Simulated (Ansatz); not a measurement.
# 2H-MoTe2 bilayer (2H stacking) in a perpendicular field

Wanted: the out-of-plane response of the 2H-MoTe2 bilayer (2H stacking). A positive field points along +c.

Method: plane-wave DFT, PBEsol-D3(BJ), Ansatz PAW, in Ansatz 0.2.0.

## 1. The starting structure

The cell holds 6 atoms: 4 Te and 2 Mo. Cell: a = 3.550 Å, b = 3.550 Å, c = 28.848 Å, α = 90.0°, β = 90.0°, γ = 120.0°. Regions: layer 1: 2H-MoTe2, 3 atoms (2 Te and 1 Mo); layer 2: 2H-MoTe2, 3 atoms (2 Te and 1 Mo). Vacuum lies along c.

## 2. Relaxing the slab

The starting cell is a guess, so the in-plane lattice and the atoms are relaxed first, with the slab cut off from its images along the normal. The program lengthens the vector along the normal by itself, so c and the volume that it reports differ from the typed ones.

The input, input.yaml:

```yaml
crystal:
  lattice:
    - [3.55, 0.0, 0.0]
    - [-1.775, 3.0743901834, 0.0]
    - [0.0, 0.0, 28.8482052613]
  atoms:
    - { symbol: Te, position: [0.3333333333, 0.6666666667, 0.3119778135] }
    - { symbol: Mo, position: [0.0, 0.0, 0.3773909405] }
    - { symbol: Te, position: [0.3333333333, 0.6666666667, 0.4428040675] }
    - { symbol: Te, position: [0.0, 0.0, 0.5571959325] }
    - { symbol: Mo, position: [0.3333333333, 0.6666666667, 0.6226090595] }
    - { symbol: Te, position: [0.0, 0.0, 0.6880221865] }
  periodic: [true, true, false]
kpoints:
  mp_grid: { grid: [12, 12, 1] }
hamiltonian:
  xc: pbesol
  dispersion: d3bj
scf:
  occupations: { method: fermi_dirac, width: 0.05 }
  convergence: { dr2_threshold: 1.0e-09 }
relax:
  f_tol: 0.004
  max_steps: 90
  cell: {}
output:
  write_potential: true
  write_density: true
  volumetric_format: npy
```

On the command line:

```bash
ansatz run input.yaml --threads 4 --pin off --max-ram 6144MiB --backend cpu --events-out ev --progress --plain --runs-dir out
```

Numbers of over 12 decimals in the logs are rounded to 6 here.

Log:

```text
Warning: crystal.periodic: the lattice vector that does not repeat stood 0.000° off the slab's normal, 28.848 Å along it as the deck builds it. The run solves the slab on a vector along the normal, 45.496 Å long, with every atom where it was (on the deck's vector they left 18.00 Å outside them, and the widest stretch free of ions among them is 3.30 Å). A fractional position that the run reports is one of the run's ce [...]
Warning: relax.cell: scf.convergence.dr2_threshold = 1e-9 eV is looser than the 1.38042845204e-10 eV advised for a relaxation that steers and ends on the stress (1e-10 eV for each atom of the cell: 6, times the square of relax.cell.stress_2d_tol = 0.05 N/m over 20.8 Å (the atoms' height at the walk's start and 5 Å past either face), 2.398e-2 GPa, over a crystal's default 0.05). What an SCF threshold leaves in a stress goes as its square root, and in the free energy as the threshold itself, and one threshold admits the most on a small cell: [figures from the program's tests cut] Set scf.convergence.dr2_threshold to 1.38042845204e-10 eV or tighter. [rest of the remark cut]
crystal.periodic: the lattice vector that does not repeat stood 0.000° off the slab's normal, 28.848 Å along it as the deck builds it. The run solves the slab on a vector along the normal, 45.496 Å long, with every atom where it was (on the deck's vector they left 18.00 Å outside them, and the widest stretch free of ions among them is 3.30 Å). A fractional position that the run reports is one of the run's cell, which [...]
Engine: ansatz 0.2.0, aarch64-unknown-linux-gnu
Pseudopotentials: kind: paw
Pseudopotential: Te, paw, valence charge 16, recommended cutoff 420 eV (normal), Te.paw.azcp
Pseudopotential: Mo, paw, valence charge 14, recommended cutoff 420 eV (normal), Mo.paw.azcp
Functional definition: PBEsol
  exchange = pbesol_x
  correlation = pbesol_c
Crystal: 6 atoms, lattice volume = 496.552 Å³
Basis set: ecut = 420 eV, 9627 PW (Γ), exchange–correlation on 48×48×640 points (8 copies of the dense FFT grid, shifted against one another)
Bands: 56, of which v1, the nominal top of the filled ones, is band 46 counted from 1 (45 counted from 0)
Symmetry: 12 space group operations
Space group: P-3m1 (ITA 164), of the structure as read, at distance tolerance 7.9e-5 Å
k-points: 19 of 144
Non-local potential: Te, projectors of the file, l = 0: 2, l = 1: 2, l = 2: 2, l = 3: 2
Non-local potential: Mo, projectors of the file, l = 0: 3, l = 1: 2, l = 2: 2, l = 3: 1
PAW form: soft (Blöchl's): semilocal exchange-correlation on the pseudo side does not see the compensation charge
PAW frozen core: Te, regenerated for the run's functional, and the local potential with it (the file was generated under x = pbe(κ = 0.804, μ = 0.219515), c = pbe(β = 0.066725))
PAW frozen core: Mo, regenerated for the run's functional, and the local potential with it (the file was generated under x = pbe(κ = 0.804, μ = 0.219515), c = pbe(β = 0.066725))
PAW one-centre angular grid: Te, 590 points (default); XC on 64 Gauss nodes
PAW one-centre angular grid: Mo, 590 points (default); XC on 64 Gauss nodes
Initial density: superposition of atomic densities (neutral atoms: chi_scale 0, normalization atom), corrected by the library's trained network
Initial wavefunctions: pseudopotential atomic-orbital guess
Functional: x = pbesol(κ = 0.804, μ = 0.123457), c = pbesol(β = 0.046)
SCF iter   1: F=—  HF=-37404.802086 eV  |F-HF|=—  |Δ(HF+E_count)|=         —  Δρ=3.43e-3  dr2=1.50e-1  ethr=1.77e-3  ⟨swp⟩=17.8  Hψ=7028  notcnv=0
preconditioner: auto → Resta (q_TF=auto, 2.060 Å⁻¹)  ε∞=3.0  [insulator: Δε(μ)=0.857 eV  Ē_g=7.036 eV  σ=0.050 eV  W_gap=1.00  n_scr=46 (ndim 8)  ℏωp=10.0 eV  f_vac=0.676  D(μ)=0.00/eV (n_scr^D=0)  ε∞_Penn≈3.0  vacuum switching on, ρ_ref=3.6e-3 e/Å³]
SCF iter   2: F=—  HF=-37404.823367 eV  |F-HF|=—  |Δ(HF+E_count)|=   2.13e-2  Δρ=2.95e-3  dr2=3.30e-1  ethr=1.63e-4  ⟨swp⟩=4.1  Hψ=2278  notcnv=0  defer=35
SCF iter   3: F=—  HF=-37404.799542 eV  |F-HF|=—  |Δ(HF+E_count)|=   2.38e-2  Δρ=1.21e-3  dr2=6.82e-3  ethr=1.63e-4  ⟨swp⟩=3.5  Hψ=1593  notcnv=0  defer=35
SCF iter   4: F=—  HF=-37404.801073 eV  |F-HF|=—  |Δ(HF+E_count)|=   1.53e-3  Δρ=2.32e-4  dr2=8.14e-4  ethr=7.41e-6  ⟨swp⟩=3.7  Hψ=1952  notcnv=0  defer=35
SCF iter   5: F=—  HF=-37404.801198 eV  |F-HF|=—  |Δ(HF+E_count)|=   1.25e-4  Δρ=2.76e-4  dr2=1.68e-3  ethr=8.85e-7  ⟨swp⟩=3.1  Hψ=1696  notcnv=0  defer=35
SCF iter   6: F=—  HF=-37404.801068 eV  |F-HF|=—  |Δ(HF+E_count)|=   1.30e-4  Δρ=4.33e-5  dr2=1.27e-5  ethr=8.85e-7  ⟨swp⟩=2.9  Hψ=1387  notcnv=0  defer=35
SCF iter   7: F=—  HF=-37404.801068 eV  |F-HF|=—  |Δ(HF+E_count)|=   6.67e-8  Δρ=2.34e-5  dr2=2.85e-6  ethr=1.38e-8  ⟨swp⟩=4.5  Hψ=2470  notcnv=0  defer=35
SCF iter   8: F=—  HF=-37404.801170 eV  |F-HF|=—  |Δ(HF+E_count)|=   1.02e-4  Δρ=5.66e-6  dr2=2.41e-7  ethr=3.10e-9  ⟨swp⟩=3.6  Hψ=2300  notcnv=0  defer=35
SCF iter   9: F=—  HF=-37404.801170 eV  |F-HF|=—  |Δ(HF+E_count)|=   7.12e-8  Δρ=2.58e-6  dr2=3.19e-8  ethr=2.62e-10  ⟨swp⟩=3.3  Hψ=1920  notcnv=0  defer=35
SCF iter  10: F=-37404.801170 eV  HF=-37404.801170 eV  |F-HF|=3.58e-9  |Δ(HF+E_count)|=   1.34e-8  Δρ=3.01e-7  dr2=9.20e-10  ethr=1.09e-12  ⟨swp⟩=12.2  Hψ=9432  notcnv=0
SCF 1 converged in 10 iterations: F = -37404.801170 eV  dr2 = 9.20e-10
  greatest PAW one-centre occupation: 0.999 electrons in one spin orbital (limit 2), on the Mo atom at site 4 (counted from 0), in its partial waves of l = 0
relax step   1: F+E_penalty+E_count = -37404.80116978 eV  Δ(F+E_penalty+E_count) = +0.000e0 eV  max|allowed force component| = 1.404e0 eV/Å  Δτ_max = 0.0000 Å  P = -11.978 N/m  Ω = 496.552 Å³  fix = [c, alpha, beta]  reactions: c -0.000 N/m  (10 SCF iters, accepted)
Crystal: 6 atoms, lattice volume = 477.336 Å³
Basis set: ecut = 420 eV, 9327 PW (Γ), exchange–correlation on 48×48×640 points (8 copies of the dense FFT grid, shifted against one another)
Initial density: handed on by an earlier stage of this run
Initial wavefunctions: those handed on with the density
iter 1 solved again at ethr=6.86e-4 eV; its pass at ethr=3.10e-3 eV (dr2=6.31e-1 eV) is discarded
SCF iter   1: F=—  HF=-37405.073476 eV  |F-HF|=—  |Δ(HF+E_count)|=         —  Δρ=7.94e-3  dr2=6.35e-1  ethr=6.86e-4  ⟨swp⟩=2.3  Hψ=7816  notcnv=0
preconditioner: auto → Resta (q_TF=auto, 2.074 Å⁻¹)  ε∞=2.8  [insulator: Δε(μ)=0.827 eV  Ē_g=7.639 eV  σ=0.050 eV  W_gap=1.00  n_scr=30 (ndim 8)  ℏωp=10.2 eV  f_vac=0.684  D(μ)=0.00/eV (n_scr^D=0)  ε∞_Penn≈2.8  vacuum switching on, ρ_ref=4.2e-3 e/Å³]
[...]
SCF iter   6: F=—  HF=-37405.298411 eV  |F-HF|=—  |Δ(HF+E_count)|=   2.60e-4  Δρ=9.68e-5  dr2=7.74e-5  ethr=3.60e-6  ⟨swp⟩=2.2  Hψ=1326  notcnv=0  defer=9
SCF iter   7: F=—  HF=-37405.298414 eV  |F-HF|=—  |Δ(HF+E_count)|=   2.58e-6  Δρ=3.36e-5  dr2=8.39e-6  ethr=8.41e-8  ⟨swp⟩=3.3  Hψ=2249  notcnv=0  defer=9
SCF iter   8: F=—  HF=-37405.298509 eV  |F-HF|=—  |Δ(HF+E_count)|=   9.46e-5  Δρ=6.44e-6  dr2=3.96e-7  ethr=9.12e-9  ⟨swp⟩=3.8  Hψ=2153  notcnv=0  defer=9
SCF iter   9: F=—  HF=-37405.298509 eV  |F-HF|=—  |Δ(HF+E_count)|=   2.32e-7  Δρ=1.93e-6  dr2=3.47e-8  ethr=4.31e-10  ⟨swp⟩=3.6  Hψ=1986  notcnv=0  defer=9
SCF iter  10: F=—  HF=-37405.298509 eV  |F-HF|=—  |Δ(HF+E_count)|=   3.92e-8  Δρ=7.32e-7  dr2=3.89e-9  ethr=3.77e-11  ⟨swp⟩=3.2  Hψ=2003  notcnv=0  defer=9
SCF iter  11: F=-37405.298509 eV  HF=-37405.298509 eV  |F-HF|=9.90e-10  |Δ(HF+E_count)|=   7.57e-9  Δρ=1.80e-7  dr2=2.83e-10  ethr=1.09e-12  ⟨swp⟩=12.7  Hψ=7718  notcnv=0
SCF 3 converged in 11 iterations: F = -37405.298509 eV  dr2 = 2.83e-10
relax step   3: F+E_penalty+E_count = -37405.29850881 eV  Δ(F+E_penalty+E_count) = -3.156e-1 eV  max|allowed force component| = 1.922e-1 eV/Å  Δτ_max = 0.1938 Å  P = -0.422 N/m  Ω = 463.840 Å³  energy of the carried Pulay correction = +1.830e-3 eV  fix = [c, alpha, beta]  reactions: c -0.000 N/m  (11 SCF iters, accepted)
[...]
relax step   4: F+E_penalty+E_count = -37405.30347086 eV  Δ(F+E_penalty+E_count) = -4.962e-3 eV  max|allowed force component| = 1.986e-1 eV/Å  Δτ_max = 0.1949 Å  P = +0.476 N/m  Ω = 464.541 Å³  energy of the carried Pulay correction = +1.790e-3 eV  fix = [c, alpha, beta]  reactions: c +0.000 N/m  (11 SCF iters, accepted)
[...]
relax step   5: F+E_penalty+E_count = -37405.31956488 eV  Δ(F+E_penalty+E_count) = -1.609e-2 eV  max|allowed force component| = 3.080e-3 eV/Å  Δτ_max = 0.0767 Å  P = +0.218 N/m  Ω = 465.191 Å³  energy of the carried Pulay correction = +1.752e-3 eV  fix = [c, alpha, beta]  reactions: c +0.000 N/m  (10 SCF iters, accepted)
[...]
relax step   6: F+E_penalty+E_count = -37405.31963266 eV  Δ(F+E_penalty+E_count) = -6.778e-5 eV  max|allowed force component| = 8.380e-4 eV/Å  Δτ_max = 0.0016 Å  P = -0.042 N/m  Ω = 466.194 Å³  energy of the carried Pulay correction = +1.694e-3 eV  fix = [c, alpha, beta]  reactions: c -0.000 N/m  (8 SCF iters, accepted)
Initial wavefunctions: pseudopotential atomic-orbital guess (no wavefunctions were taken with the density)
iter 1 solved again at ethr=4.35e-7 eV; its pass at ethr=3.10e-3 eV (dr2=4.00e-4 eV) is discarded
SCF iter   1: F=—  HF=-37405.317958 eV  |F-HF|=—  |Δ(HF+E_count)|=         —  Δρ=4.18e-5  dr2=1.14e-6  ethr=4.35e-7  ⟨swp⟩=5.8  Hψ=11483  notcnv=0
preconditioner: auto → Resta (q_TF=auto, 2.082 Å⁻¹)  ε∞=2.9  [insulator: Δε(μ)=0.701 eV  Ē_g=7.567 eV  σ=0.050 eV  W_gap=1.00  n_scr=30 (ndim 8)  ℏωp=10.3 eV  f_vac=0.687  D(μ)=0.00/eV (n_scr^D=0)  ε∞_Penn≈2.9  vacuum switching on, ρ_ref=4.2e-3 e/Å³]
SCF iter   2: F=—  HF=-37405.317863 eV  |F-HF|=—  |Δ(HF+E_count)|=   9.55e-5  Δρ=2.05e-5  dr2=2.81e-7  ethr=1.24e-9  ⟨swp⟩=4.4  Hψ=3032  notcnv=0
SCF iter   3: F=—  HF=-37405.317863 eV  |F-HF|=—  |Δ(HF+E_count)|=   2.62e-7  Δρ=4.67e-6  dr2=1.33e-7  ethr=3.05e-10  ⟨swp⟩=2.5  Hψ=2038  notcnv=0
SCF iter   4: F=—  HF=-37405.317863 eV  |F-HF|=—  |Δ(HF+E_count)|=   1.06e-8  Δρ=3.21e-6  dr2=1.62e-7  ethr=1.45e-10  ⟨swp⟩=3.0  Hψ=1728  notcnv=0
SCF iter   5: F=—  HF=-37405.317863 eV  |F-HF|=—  |Δ(HF+E_count)|=   1.16e-8  Δρ=1.14e-6  dr2=1.74e-8  ethr=1.45e-10  ⟨swp⟩=2.0  Hψ=1329  notcnv=0
SCF iter   6: F=—  HF=-37405.317863 eV  |F-HF|=—  |Δ(HF+E_count)|=   2.51e-9  Δρ=2.37e-7  dr2=2.23e-9  ethr=1.90e-11  ⟨swp⟩=2.4  Hψ=1566  notcnv=0
SCF iter   7: F=-37405.317863 eV  HF=-37405.317863 eV  |F-HF|=4.15e-10  |Δ(HF+E_count)|=  2.55e-10  Δρ=4.32e-8  dr2=2.60e-11  ethr=1.09e-12  ⟨swp⟩=16.3  Hψ=8181  notcnv=0
SCF 7 converged in 7 iterations: F = -37405.317863 eV  dr2 = 2.60e-11
relax step   7: F+E_penalty+E_count = -37405.31786325 eV  Δ(F+E_penalty+E_count) = +1.769e-3 eV  max|allowed force component| = 7.161e-4 eV/Å  Δτ_max = 0.0000 Å  P = -0.041 N/m  Ω = 466.194 Å³  fix = [c, alpha, beta]  reactions: c -0.000 N/m  stress off target by 4.10e-2 N/m on what of the cell is left free  SCF on the basis re-selected at this cell (its energy is not comparable with the rows above)  (7 SCF iters)
basis re-selected at this cell: Δ(F+E_penalty+E_count) = +1.769e-3 eV, ΔP = +0.001 N/m vs the last step (what re-selecting the basis moved, of the pressure what is left beyond the Pulay correction that the steps carried, after the strain that the cell walked since its last selection, with what the two solves' SCF thresholds leave and, on support functions, any second-order correction that the steps lacked; it is no m [...]
SCF converged after 7 iterations
Free energy (F): -37405.317863 eV
Harris-Foulkes:  -37405.317863 eV  (|F-HF|=4.15e-10)
Internal energy: -37405.317787 eV  (E = F + TS)
E sigma→0 (E₀):  -37405.317825 eV
Entropy (-TS):   -0.000076 eV (-0.013 meV/atom)
Fermi energy:    -4.265487 eV
--- Per-component energies (eV) ---
  E_band       = -2725.609579
  E_kinetic    = 1615.991270
  E_local      = -538455.938253  (includes V_loc(G=0)·N_el)
  E_nonlocal   = -938.904754
  E_hartree    = 268873.588242
  E_xc         = -862.724177
  E_vxc        = -879.514647  (∫ρ·V_xc dr)
  E_paw        = -24628.895856  (= ΣΔE_a)
  E_vpaw       = -1814.417267  (= ΣTr[D̂ρ^β])
  E_aug_tail   = -0.000629  (compensation charges beyond the density's cutoff)
  E_ewald      = 256992.403757
  E_disp       = -2.755247  (pairwise vdW)
  E_core_change = 1.917859  (= ΣΔE_core)
  E_smearing   = -0.000076  (= −TS)
  E_closure    = -0.000000  (closes the sum)
  Σ components = -37405.317863   (vs F -37405.317863, Δ=0.00e0)
--- Forces (eV/Å), atoms counted from 1 ---
  atom   1  Te     0.00000000    -0.00000000    -0.00000445
  atom   2  Mo     0.00000000     0.00000000    -0.00053192
  atom   3  Te    -0.00000000    -0.00000000    -0.00071607
  atom   4  Te     0.00000000     0.00000000     0.00071607
  atom   5  Mo     0.00000000    -0.00000000     0.00053192
  atom   6  Te     0.00000000     0.00000000     0.00000445
  max |Σ_I F_I| component: 9.25e-18 eV/Å
--- 2D stress c σ (N/m, compression-positive) ---
       -0.041013       0.000000       0.000000
        0.000000      -0.041013       0.000000
        0.000000       0.000000      -0.000000
  P = ½ c Tr σ = -0.0410 N/m
--- Band table (eV; the first three rows and the last of 19) ---
  k-point 0: bands = [... 42 lower, -5.6677, -5.6348, -5.6348, -4.5789, -1.6090, -1.6090, -1.4249, -1.4249, ... 6 higher]
  k-point 1: bands = [... 42 lower, -5.7696, -5.6178, -5.5912, -4.6268, -2.0281, -1.8771, -1.8043, -1.7010, ... 6 higher]
  k-point 2: bands = [... 42 lower, -5.9254, -5.6849, -5.6576, -5.0455, -2.7803, -2.6616, -2.4714, -2.3276, ... 6 higher]
  k-point 18: bands = [... 42 lower, -6.7018, -6.7018, -5.0440, -4.8138, -3.5543, -3.5543, -3.5211, -2.7914, ... 6 higher]
  the weakly bound empty levels are not read free of the cell's end (no_gap_told)
--- Relaxed structure (6 steps of the walk, 6 accepted, 1 SCFs on fresh bases) ---
  F+E_penalty+E_count = -37405.31786325 eV   max|allowed force component| = 7.161e-4 eV/Å   (the final SCF, on the basis selected at the relaxed cell)
  cell:  # Å, volume = 466.1941 Å³
    - [3.439771, 0, 0]
    - [-1.719885, 2.978929, 0]
    - [0, 0, 45.496411]
  atoms:
    - { symbol: Te, position: [0.333333, 0.666667, 0.203894] }
    - { symbol: Mo, position: [7.132666712675061e-18, -5.088522196306339e-17, 0.243763] }
    - { symbol: Te, position: [0.333333, 0.666667, 0.283715] }
    - { symbol: Te, position: [1.0647783552219699e-17, -5.088522196306339e-17, 0.350362] }
    - { symbol: Mo, position: [0.333333, 0.666667, 0.390314] }
    - { symbol: Te, position: [1.213368259560224e-17, -5.088522196306339e-17, 0.430183] }
```

The job ended after 61 s (4 threads of Arm Neoverse V2, shared host; peak memory 1.2 GiB).

Step by step:

```tsv
step	energy less that of the first step (eV)	largest force component (eV/Å)	volume (Å³)
1	0.0000	1.4036	496.55
2	-0.1817	1.4672	477.34
3	-0.4973	0.1922	463.84
4	-0.5023	0.1986	464.54
5	-0.5184	0.0031	465.19
6	-0.5185	0.0008	466.19
7*	-0.5167	0.0007	466.19
```

Relaxation steps marked * repeat the geometry before them on a plane-wave basis chosen anew for their cell, so energy and pressure can jump there.

Forces are held to the 12 operations that the run works with; a distortion that breaks them can't arise in this run.

```tsv
cell as run	before	after	change
a (Å)	3.550	3.440	-3.1 %
b (Å)	3.550	3.440	-3.1 %
```

The atoms that moved most (Å, along periodic axes as changes of fractional coordinates times the final cell, across vacuum about the mean position):

```tsv
atom	dx	dy	dz	length
Te1	0.000	0.000	0.276	0.276
Te6	0.000	0.000	-0.276	0.276
Mo5	0.000	0.000	-0.203	0.203
Mo2	0.000	0.000	0.203	0.203
Te4	0.000	0.000	-0.134	0.134
Te3	0.000	0.000	0.134	0.134
```

The relaxed structure:

```cif
data_structure
_symmetry_space_group_name_H-M 'P 1'
_symmetry_Int_Tables_number 1
_cell_length_a 3.4398
_cell_length_b 3.4398
_cell_length_c 45.4964
_cell_angle_alpha 90.000
_cell_angle_beta 90.000
_cell_angle_gamma 120.000
_cell_volume 466.19
loop_
_atom_site_label
_atom_site_type_symbol
_atom_site_fract_x
_atom_site_fract_y
_atom_site_fract_z
_atom_site_occupancy
Te1 Te 0.33333 0.66667 0.20389 1
Mo2 Mo 0.00000 0.00000 0.24376 1
Te3 Te 0.33333 0.66667 0.28371 1
Te4 Te 0.00000 0.00000 0.35036 1
Mo5 Mo 0.33333 0.66667 0.39031 1
Te6 Te 0.00000 0.00000 0.43018 1
```

The lattice constant a goes from 3.550 to 3.440 Å.

(Continued in part 2 of 3.)

[Logs are printed without paths, hosts, clocks, repeated set-up lines and the standing remarks that a program may print on its own settings, such as how far it seeks lower states.]

[Hosts, paths, dates, database ids (printed as entryN), source tags and the programs' standing remarks are cut or masked in the printed files.]

[Maps of the electrostatic potential energy from Ansatz leave out the sawtooth potential of an applied field or a dipole correction, so their vacuum need not be flat; planar profiles and work functions include it.]
